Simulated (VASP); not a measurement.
# C (Fd-3m) in VASP: notebook, part 2 of 2

VASP 6.6.1. Earlier steps stand in the parts before.

## Step 3: Band structure, revPBE

The input, POSCAR:

```
C
1.0
    0.0000000000      1.7833700000      1.7833700000
    1.7833700000      0.0000000000      1.7833700000
    1.7833700000      1.7833700000      0.0000000000
C
2
Direct
    0.7500000000      0.7500000000      0.7500000000
    0.5000000000      0.5000000000      0.5000000000
```

The input, INCAR.step1:

```
SYSTEM = C
ALGO = Normal ; EDIFF = 1E-6
ENCUT = 520 ; GGA = RE
ISIF = 2 ; ISMEAR = -1
LASPH = .True. ; LCHARG = .True.
LREAL = .False. ; LWAVE = .False.
NELM = 100 ; PREC = Accurate
SIGMA = 0.05
```

The input, KPOINTS.step1:

```
k-points
0
Gamma
  13 13 13
  0 0 0
```

The input, INCAR.step2:

```
SYSTEM = C
ALGO = Normal ; EDIFF = 1E-6
ENCUT = 520 ; GGA = RE
ICHARG = 11 ; ISIF = 2
ISMEAR = 0 ; LASPH = .True.
LCHARG = .False. ; LREAL = .False.
LWAVE = .False. ; NELM = 100
PREC = Accurate ; SIGMA = 0.05
```

The input, KPOINTS.step2:

```
path GXWKGLUWLK,UX
20
line-mode
reciprocal
 0.0000000000  0.0000000000  0.0000000000  G
 0.5000000000  0.0000000000  0.5000000000  X

 0.5000000000  0.0000000000  0.5000000000  X
 0.5000000000  0.2500000000  0.7500000000  W

 0.5000000000  0.2500000000  0.7500000000  W
 0.3750000000  0.3750000000  0.7500000000  K

 0.3750000000  0.3750000000  0.7500000000  K
 0.0000000000  0.0000000000  0.0000000000  G

 0.0000000000  0.0000000000  0.0000000000  G
 0.5000000000  0.5000000000  0.5000000000  L

 0.5000000000  0.5000000000  0.5000000000  L
 0.6250000000  0.2500000000  0.6250000000  U

 0.6250000000  0.2500000000  0.6250000000  U
 0.5000000000  0.2500000000  0.7500000000  W

 0.5000000000  0.2500000000  0.7500000000  W
 0.5000000000  0.5000000000  0.5000000000  L

 0.5000000000  0.5000000000  0.5000000000  L
 0.3750000000  0.3750000000  0.7500000000  K

 0.6250000000  0.2500000000  0.6250000000  U
 0.5000000000  0.0000000000  0.5000000000  X
```

Potentials or basis: VASP PAW PBE potentials, release 64 (C).

Launch:

```sh
$ cat potpaw_PBE.64/C/POTCAR > POTCAR
$ cp INCAR.step1 INCAR
$ cp KPOINTS.step1 KPOINTS
$ mpirun -np 1 vasp_std > vasp.out
$ cp INCAR.step2 INCAR
$ cp KPOINTS.step2 KPOINTS
$ mpirun -np 1 vasp_std > vasp.out
```

OUTCAR:

```text
SYSTEM = C
   EDIFF = 1E-6
   ENCUT = 520
   GGA = RE
   ICHARG = 11
   ISIF = 2
   ISMEAR = 0
   LASPH = .True.
   LREAL = .False.
   NELM = 100
   PREC = Accurate

 ion  position               nearest neighbor table
   1  0.750  0.750  0.750-   2 1.54   2 1.54   2 1.54   2 1.54
   2  0.500  0.500  0.500-   1 1.54   1 1.54   1 1.54   1 1.54

  LATTYP: Found a face centered cubic cell.
 ALAT       =     3.5667400000

  Lattice vectors:

 A1 = (   0.0000000000,   1.7833700000,   1.7833700000)
[... 649 lines left out ...]
------------------------ aborting loop because EDIFF is reached ----------------------------------------

  FORCE on cell =-STRESS in cart. coord.  units (eV):
  Direction    XX          YY          ZZ          XY          YZ          ZX
  --------------------------------------------------------------------------------------
  -------------------------------------------------------------------------------------
  Total       -0.0469455     -0.0469455     -0.0469455     -0.0000000     -0.0000000      0.0000000
  in kB       -6.6305582     -6.6305582     -6.6305582     -0.0000000     -0.0000000      0.0000000
  external PRESSURE =      -6.6305582 kB  Pullay stress =       0.0000000 kB

 VOLUME and BASIS-vectors are now :
 -----------------------------------------------------------------------------
  energy-cutoff  :      520.00
  volume of cell :       11.34
      direct lattice vectors                 reciprocal lattice vectors
     0.000000000  1.783370000  1.783370000    -0.280368067  0.280368067  0.280368067
     1.783370000  0.000000000  1.783370000     0.280368067 -0.280368067  0.280368067
     1.783370000  1.783370000  0.000000000     0.280368067  0.280368067 -0.280368067

 POSITION                                       TOTAL-FORCE (eV/Angst)
 -----------------------------------------------------------------------------------
      2.67505      2.67505      2.67505         0.000000      0.000000     -0.000000
      1.78337      1.78337      1.78337        -0.000000     -0.000000      0.000000
 -----------------------------------------------------------------------------------
    total drift:                                0.000000     -0.000000      0.000000

  FREE ENERGIE OF THE ION-ELECTRON SYSTEM (eV)
  ---------------------------------------------------
  free  energy   TOTEN  =       -17.9823948561 eV

  energy  without entropy=      -17.9823948561  energy(sigma->0) =      -17.98239486
```

OUTCAR.step1:

```text
SYSTEM = C
   EDIFF = 1E-6
   ENCUT = 520
   GGA = RE
   ISIF = 2
   ISMEAR = -1
[... 689 lines left out ...]
 -----------------------------------------------------------------------------------
      2.67505      2.67505      2.67505        -0.000000     -0.000000     -0.000000
      1.78337      1.78337      1.78337         0.000000      0.000000      0.000000
 -----------------------------------------------------------------------------------
    total drift:                                0.000000     -0.000000      0.000000

  FREE ENERGIE OF THE ION-ELECTRON SYSTEM (eV)
  ---------------------------------------------------
  free  energy   TOTEN  =       -17.3759890343 eV

  energy  without entropy=      -17.3759890343  energy(sigma->0) =      -17.37598903
```

OSZICAR.step1:

```text
N       E                     dE             d eps       ncg     rms          rms(c)
DAV:   1    -0.395804977601E+00   -0.39580E+00   -0.52344E+03  1424   0.967E+02
DAV:   2    -0.178561128591E+02   -0.17460E+02   -0.17096E+02  2168   0.113E+02
DAV:   3    -0.179548118915E+02   -0.98699E-01   -0.98699E-01  1456   0.106E+01
DAV:   4    -0.179549280882E+02   -0.11620E-03   -0.11620E-03  1936   0.398E-01
DAV:   5    -0.179549281188E+02   -0.30579E-07   -0.30578E-07  1400   0.453E-03    0.567E+00
DAV:   6    -0.175185115959E+02    0.43642E+00   -0.32476E-01  1400   0.457E+00    0.344E+00
DAV:   7    -0.173738701535E+02    0.14464E+00   -0.36272E-01  1592   0.500E+00    0.748E-01
DAV:   8    -0.173759313363E+02   -0.20612E-02   -0.25112E-03  1408   0.557E-01    0.577E-02
DAV:   9    -0.173759691711E+02   -0.37835E-04   -0.23520E-04  1944   0.136E-01    0.309E-02
DAV:  10    -0.173759892215E+02   -0.20050E-04   -0.26992E-05  1368   0.609E-02    0.639E-03
DAV:  11    -0.173759890343E+02    0.18716E-06   -0.10447E-07  1256   0.372E-03
   1 F= -.17375989E+02 E0= -.17375989E+02  d E =-.117093E-10
```

It took 16 s on 1 thread of Intel Xeon Platinum 8488C (Sapphire Rapids), shared host; peak memory 0.12 GiB.

What came out:

```
Band gap on the k mesh  : 4.13 eV, indirect (least direct gap 5.59 eV)
Band gap along the path : 4.12 eV, indirect (least direct gap 5.59 eV)
```

Levels at the corners of the path, in eV from the valence-band top:
| point | band 1 | band 2 | band 3 | band 4 | band 5 | band 6 | band 7 | band 8 |
| --- | --- | --- | --- | --- | --- | --- | --- | --- |
| Γ | -21.54 | 0.00 | 0.00 | 0.00 | 5.59 | 5.59 | 5.59 | 13.29 |
| X | -12.82 | -12.82 | -6.31 | -6.31 | 4.75 | 4.75 | 16.88 | 16.88 |
| X | -12.82 | -12.82 | -6.31 | -6.31 | 4.75 | 4.75 | 16.88 | 16.88 |
| W | -12.04 | -12.04 | -8.33 | -8.33 | 10.66 | 10.66 | 12.32 | 12.32 |
| W | -12.04 | -12.04 | -8.33 | -8.33 | 10.66 | 10.66 | 12.32 | 12.32 |
| K | -13.04 | -11.78 | -9.32 | -5.38 | 5.67 | 10.76 | 14.41 | 15.67 |
| K | -13.04 | -11.78 | -9.32 | -5.38 | 5.67 | 10.76 | 14.41 | 15.67 |
| Γ | -21.54 | 0.00 | 0.00 | 0.00 | 5.59 | 5.59 | 5.59 | 13.29 |
| Γ | -21.54 | 0.00 | 0.00 | 0.00 | 5.59 | 5.59 | 5.59 | 13.29 |
| L | -15.78 | -13.40 | -2.81 | -2.81 | 8.47 | 8.47 | 8.80 | 15.78 |
| L | -15.78 | -13.40 | -2.81 | -2.81 | 8.47 | 8.47 | 8.80 | 15.78 |
| U | -13.04 | -11.78 | -9.32 | -5.38 | 5.67 | 10.76 | 14.41 | 15.67 |
| U | -13.04 | -11.78 | -9.32 | -5.38 | 5.67 | 10.76 | 14.41 | 15.67 |
| W | -12.04 | -12.04 | -8.33 | -8.33 | 10.66 | 10.66 | 12.32 | 12.32 |
| W | -12.04 | -12.04 | -8.33 | -8.33 | 10.66 | 10.66 | 12.32 | 12.32 |
| L | -15.78 | -13.40 | -2.81 | -2.81 | 8.47 | 8.47 | 8.80 | 15.78 |
| L | -15.78 | -13.40 | -2.81 | -2.81 | 8.47 | 8.47 | 8.80 | 15.78 |
| K | -13.04 | -11.78 | -9.32 | -5.38 | 5.67 | 10.76 | 14.41 | 15.67 |
| U | -13.04 | -11.78 | -9.32 | -5.38 | 5.67 | 10.76 | 14.41 | 15.67 |
| X | -12.82 | -12.82 | -6.31 | -6.31 | 4.75 | 4.75 | 16.88 | 16.88 |

Caveat: the log is that of the step along the path at fixed density, whose energy, stress, charges and moments have no meaning; the PAW data sets were made with another functional, which shifts forces and pressure a little.

## Step 4: Band structure, BLYP

POSCAR is that of step 3.

The input, INCAR.step1:

```
SYSTEM = C
AGGAC = 1.0
AGGAX = 1.0
ALDAC = 0.0
ALDAX = 1.0
ALGO = Normal
EDIFF = 1E-6
ENCUT = 520
GGA = B5
ISIF = 2
ISMEAR = -1
LASPH = .True.
LCHARG = .True.
LREAL = .False.
LWAVE = .False.
NELM = 80
PREC = Accurate
SIGMA = 0.05
```

KPOINTS.step1 is that of step 3.

The input, INCAR.step2:

```
SYSTEM = C
AGGAC = 1.0
AGGAX = 1.0
ALDAC = 0.0
ALDAX = 1.0
ALGO = Normal
EDIFF = 1E-6
ENCUT = 520
GGA = B5
ICHARG = 11
ISIF = 2
ISMEAR = 0
LASPH = .True.
LCHARG = .False.
LREAL = .False.
LWAVE = .False.
NELM = 80
PREC = Accurate
SIGMA = 0.05
```

KPOINTS.step2: that of step 3 with these lines changed.

```diff
@@ -1,3 +1,3 @@
 path GXWKGLUWLK,UX
-20
+15
 line-mode
```

Potentials or basis: VASP PAW PBE potentials, release 64 (C).

Launch:

```sh
$ cat potpaw_PBE.64/C/POTCAR > POTCAR
$ cp INCAR.step1 INCAR
$ cp KPOINTS.step1 KPOINTS
$ mpirun -np 1 vasp_std > vasp.out
$ cp INCAR.step2 INCAR
$ cp KPOINTS.step2 KPOINTS
$ mpirun -np 1 vasp_std > vasp.out
```

OUTCAR:

```text
SYSTEM = C
   EDIFF = 1E-6
   ENCUT = 520
   GGA = B5
   ICHARG = 11
   ISIF = 2
   ISMEAR = 0
   LASPH = .True.
   LREAL = .False.
   NELM = 80
   PREC = Accurate

 ion  position               nearest neighbor table
   1  0.750  0.750  0.750-   2 1.54   2 1.54   2 1.54   2 1.54
   2  0.500  0.500  0.500-   1 1.54   1 1.54   1 1.54   1 1.54

  LATTYP: Found a face centered cubic cell.
 ALAT       =     3.5667400000

  Lattice vectors:

 A1 = (   0.0000000000,   1.7833700000,   1.7833700000)
[... 649 lines left out ...]
------------------------ aborting loop because EDIFF is reached ----------------------------------------

  FORCE on cell =-STRESS in cart. coord.  units (eV):
  Direction    XX          YY          ZZ          XY          YZ          ZX
  --------------------------------------------------------------------------------------
  -------------------------------------------------------------------------------------
  Total        0.3085192      0.3085192      0.3085192      0.0000000     -0.0000000      0.0000000
  in kB       43.5750998     43.5750998     43.5750998      0.0000000     -0.0000000      0.0000000
  external PRESSURE =      43.5750998 kB  Pullay stress =       0.0000000 kB

 VOLUME and BASIS-vectors are now :
 -----------------------------------------------------------------------------
  energy-cutoff  :      520.00
  volume of cell :       11.34
      direct lattice vectors                 reciprocal lattice vectors
     0.000000000  1.783370000  1.783370000    -0.280368067  0.280368067  0.280368067
     1.783370000  0.000000000  1.783370000     0.280368067 -0.280368067  0.280368067
     1.783370000  1.783370000  0.000000000     0.280368067  0.280368067 -0.280368067

 POSITION                                       TOTAL-FORCE (eV/Angst)
 -----------------------------------------------------------------------------------
      2.67505      2.67505      2.67505        -0.000000     -0.000000     -0.000000
      1.78337      1.78337      1.78337         0.000000      0.000000      0.000000
 -----------------------------------------------------------------------------------
    total drift:                                0.000000      0.000000      0.000000

  FREE ENERGIE OF THE ION-ELECTRON SYSTEM (eV)
  ---------------------------------------------------
  free  energy   TOTEN  =       -17.3114664282 eV

  energy  without entropy=      -17.3114664282  energy(sigma->0) =      -17.31146643
```

OUTCAR.step1:

```text
SYSTEM = C
   EDIFF = 1E-6
   ENCUT = 520
   GGA = B5
   ISIF = 2
   ISMEAR = -1
[... 689 lines left out ...]
 -----------------------------------------------------------------------------------
      2.67505      2.67505      2.67505        -0.000000     -0.000000     -0.000000
      1.78337      1.78337      1.78337         0.000000      0.000000      0.000000
 -----------------------------------------------------------------------------------
    total drift:                                0.000000     -0.000000      0.000000

  FREE ENERGIE OF THE ION-ELECTRON SYSTEM (eV)
  ---------------------------------------------------
  free  energy   TOTEN  =       -16.7181443775 eV

  energy  without entropy=      -16.7181443774  energy(sigma->0) =      -16.71814438
```

Run time: 18 s. Hardware: 1 thread of Intel Xeon Platinum 8488C (Sapphire Rapids), shared host; peak memory 0.11 GiB.

What came out:

* Band gap on the k mesh: 4.47 eV, indirect (least direct gap 5.74 eV)
* Band gap along the path: 4.45 eV, indirect (least direct gap 5.74 eV)

Levels at the corners of the path, in eV from the valence-band top:
| point | band 1 | band 2 | band 3 | band 4 | band 5 | band 6 | band 7 | band 8 |
| --- | --- | --- | --- | --- | --- | --- | --- | --- |
| Γ | -21.19 | 0.00 | 0.00 | 0.00 | 5.74 | 5.74 | 5.74 | 13.44 |
| X | -12.57 | -12.57 | -6.17 | -6.17 | 5.13 | 5.13 | 16.74 | 16.74 |
| X | -12.57 | -12.57 | -6.17 | -6.17 | 5.13 | 5.13 | 16.74 | 16.74 |
| W | -11.81 | -11.81 | -8.10 | -8.10 | 10.88 | 10.88 | 12.41 | 12.41 |
| W | -11.81 | -11.81 | -8.10 | -8.10 | 10.88 | 10.88 | 12.41 | 12.41 |
| K | -12.80 | -11.55 | -9.07 | -5.25 | 6.03 | 10.97 | 14.38 | 15.64 |
| K | -12.80 | -11.55 | -9.07 | -5.25 | 6.03 | 10.97 | 14.38 | 15.64 |
| Γ | -21.19 | 0.00 | 0.00 | 0.00 | 5.74 | 5.74 | 5.74 | 13.44 |
| Γ | -21.19 | 0.00 | 0.00 | 0.00 | 5.74 | 5.74 | 5.74 | 13.44 |
| L | -15.50 | -13.10 | -2.75 | -2.75 | 8.64 | 8.64 | 9.03 | 15.94 |
| L | -15.50 | -13.10 | -2.75 | -2.75 | 8.64 | 8.64 | 9.03 | 15.94 |
| U | -12.80 | -11.55 | -9.07 | -5.25 | 6.03 | 10.97 | 14.38 | 15.64 |
| U | -12.80 | -11.55 | -9.07 | -5.25 | 6.03 | 10.97 | 14.38 | 15.64 |
| W | -11.81 | -11.81 | -8.10 | -8.10 | 10.88 | 10.88 | 12.41 | 12.41 |
| W | -11.81 | -11.81 | -8.10 | -8.10 | 10.88 | 10.88 | 12.41 | 12.41 |
| L | -15.50 | -13.10 | -2.75 | -2.75 | 8.64 | 8.64 | 9.03 | 15.94 |
| L | -15.50 | -13.10 | -2.75 | -2.75 | 8.64 | 8.64 | 9.03 | 15.94 |
| K | -12.80 | -11.55 | -9.07 | -5.25 | 6.03 | 10.97 | 14.38 | 15.64 |
| U | -12.80 | -11.55 | -9.07 | -5.25 | 6.03 | 10.97 | 14.38 | 15.64 |
| X | -12.57 | -12.57 | -6.17 | -6.17 | 5.13 | 5.13 | 16.74 | 16.74 |

Caveat: the log is that of the step along the path at fixed density, whose energy, stress, charges and moments have no meaning; the PAW data sets were made with another functional, which shifts forces and pressure a little. As with any semilocal functional, this BLYP gap is likely too small.

## Step 5: Band structure, PW91

POSCAR is that of step 4.

The input, INCAR.step1:

```
SYSTEM = C
ALGO = Normal
EDIFF = 1E-7
ENCUT = 520
GGA = 91
ISIF = 2
ISMEAR = -1
LASPH = .True.
LCHARG = .True.
LREAL = .False.
LWAVE = .False.
NELM = 100
PREC = Accurate
SIGMA = 0.05
```

KPOINTS.step1 is that of step 4.

The input, INCAR.step2:

```
SYSTEM = C
ALGO = Normal
EDIFF = 1E-7
ENCUT = 520
GGA = 91
ICHARG = 11
ISIF = 2
ISMEAR = 0
LASPH = .True.
LCHARG = .False.
LREAL = .False.
LWAVE = .False.
NELM = 100
PREC = Accurate
SIGMA = 0.05
```

KPOINTS.step2: that of step 4 with these lines changed.

```diff
@@ -1,3 +1,3 @@
 path GXWKGLUWLK,UX
-15
+20
 line-mode
```

Launch:

```sh
$ cat potpaw_PBE.64/C/POTCAR > POTCAR
$ cp INCAR.step1 INCAR
$ cp KPOINTS.step1 KPOINTS
$ mpirun -np 1 vasp_std > vasp.out
$ cp INCAR.step2 INCAR
$ cp KPOINTS.step2 KPOINTS
$ mpirun -np 1 vasp_std > vasp.out
```

Run time: 14 s. Hardware: 1 thread of Intel Xeon Platinum 8488C (Sapphire Rapids), shared host; peak memory 0.12 GiB.

Results (log left out):

| Quantity | Value |
| --- | --- |
| Band gap on the k mesh | 4.18 eV, indirect (least direct gap 5.62 eV) |
| Band gap along the path | 4.17 eV, indirect (least direct gap 5.62 eV) |

Levels at the corners of the path, in eV from the valence-band top:
```csv
point,band 1,band 2,band 3,band 4,band 5,band 6,band 7,band 8
Γ,-21.42,0.00,0.00,0.00,5.62,5.62,5.62,13.35
X,-12.72,-12.72,-6.27,-6.27,4.81,4.81,16.78,16.78
X,-12.72,-12.72,-6.27,-6.27,4.81,4.81,16.78,16.78
W,-11.93,-11.93,-8.29,-8.29,10.64,10.64,12.33,12.33
W,-11.93,-11.93,-8.29,-8.29,10.64,10.64,12.33,12.33
K,-12.93,-11.69,-9.28,-5.34,5.72,10.77,14.36,15.62
K,-12.93,-11.69,-9.28,-5.34,5.72,10.77,14.36,15.62
Γ,-21.42,0.00,0.00,0.00,5.62,5.62,5.62,13.35
Γ,-21.42,0.00,0.00,0.00,5.62,5.62,5.62,13.35
L,-15.65,-13.33,-2.79,-2.79,8.49,8.49,8.88,15.70
L,-15.65,-13.33,-2.79,-2.79,8.49,8.49,8.88,15.70
U,-12.93,-11.69,-9.28,-5.34,5.72,10.77,14.36,15.62
U,-12.93,-11.69,-9.28,-5.34,5.72,10.77,14.36,15.62
W,-11.93,-11.93,-8.29,-8.29,10.64,10.64,12.33,12.33
W,-11.93,-11.93,-8.29,-8.29,10.64,10.64,12.33,12.33
L,-15.65,-13.33,-2.79,-2.79,8.49,8.49,8.88,15.70
L,-15.65,-13.33,-2.79,-2.79,8.49,8.49,8.88,15.70
K,-12.93,-11.69,-9.28,-5.34,5.72,10.77,14.36,15.62
U,-12.93,-11.69,-9.28,-5.34,5.72,10.77,14.36,15.62
X,-12.72,-12.72,-6.27,-6.27,4.81,4.81,16.78,16.78
```

Caveat: the log is that of the step along the path at fixed density, whose energy, stress, charges and moments have no meaning; the PAW data sets were made with another functional, which shifts forces and pressure a little. A hybrid or GW would open this gap; PW91 tends to underestimate it.

## Step 6: The reference run

An earlier run on the cell as given: functional PBE; potentials or basis VASP PAW PBE potentials, release 64 (C); cutoff 520 eV; k mesh 13 × 13 × 13; occupations fermi-dirac, width 0.05 eV; no spin polarisation.

- Pressure: 2.5 GPa
- Band gap on the k mesh: 4.14 eV, indirect (least direct gap 5.59 eV)

## Step 7: Overview

```csv
task,level,cell,k mesh,cutoff (eV),grid for exact exchange (PRECFOCK),exchange at q = 0,share of exact exchange,mesh quality,gap on the mesh (eV),pressure (GPa)
relaxation of cell and atoms,PBE-EpsX,relaxed,7 × 7 × 7,600,Fast,default,0.171,coarse,5.59,0.0
band structure,revPBE,as given,13 × 13 × 13,520,-,-,-,not flagged,4.13,-
band structure,BLYP,as given,13 × 13 × 13,520,-,-,-,not flagged,4.47,-
band structure,PW91,as given,13 × 13 × 13,520,-,-,-,not flagged,4.18,-
single point,PBE,as given,13 × 13 × 13,520,-,-,-,not flagged,4.14,2.5
```

Alike in all rows: potentials or basis VASP PAW PBE potentials, release 64 (C); no spin polarisation; smearing fermi-dirac 0.05 eV.

Caveats: some runs use coarse meshes; the PAW data sets were made with another functional, which shifts forces and pressure a little (some runs); an odd mesh through Γ misses points on the zone boundary, where band edges often lie (some runs).

Absolute energies hang on the potentials; compare differences alone.
